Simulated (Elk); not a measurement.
An Elk run on AlAu with settings drawn from a wide range, so not all are converged; totals and levels move with the basis, and no second program has checked them. Theory: DFT, LDA (Perdew-Zunger), all-electron APW+lo, Dirac cores, scalar-relativistic bands with second-variational spin-orbit coupling in Elk 11.2.3 with local patches. Elk's input is in atomic units.

Command: `OMP_NUM_THREADS=1 elk` The run took 0.02 s on 1 thread of Intel(R) Xeon(R) Platinum 8259CL CPU @ 2.50GHz (Skylake/Cascade Lake), with other jobs on the host, peak memory 0.03 GiB.

```
tasks
  0
  110
  115
  10

xctype
  2

rgkmax
  8.5

gmaxvr
  12

lmaxapw
  12

lmaxo
  5

lmaxi
  4

nrmtscf
  1

nempty
  4

epspot
  1e-07

epsengy
  0.0001

maxscl
  60

swidth
  0.008

stype
  3

lradstp
  4

mixtype
  3

hmaxvr
  6

tforce
  .false.

spinorb
  .true.

sppath
  './'

avec
  6.09236742168 0.00000000000 0.00000000000
  0.00000000000 6.09236742168 0.00000000000
  0.00000000000 0.00000000000 6.09236742168

atoms
  2
  'Al.in'
  1
  0.000000000000 0.000000000000 0.000000000000   0.000 0.000 0.000
  'Au.in'
  1
  0.500000000000 0.500000000000 0.500000000000   0.000 0.000 0.000

ngridk
  7 7 7

wplot
  120 100 1
  -0.55 0.3
```

Muffin-tin radii in the species files: Au 2.45, Al 1.93 bohr.

Structure from Materials Project entry mp-10871 (possibly hypothetical), not relaxed further.

Task: What does the run give?

Result: It refused before any iteration.
```
Error(init0): requested spin-polarised run with spin-unpolarised
 exchange-correlation functional
```
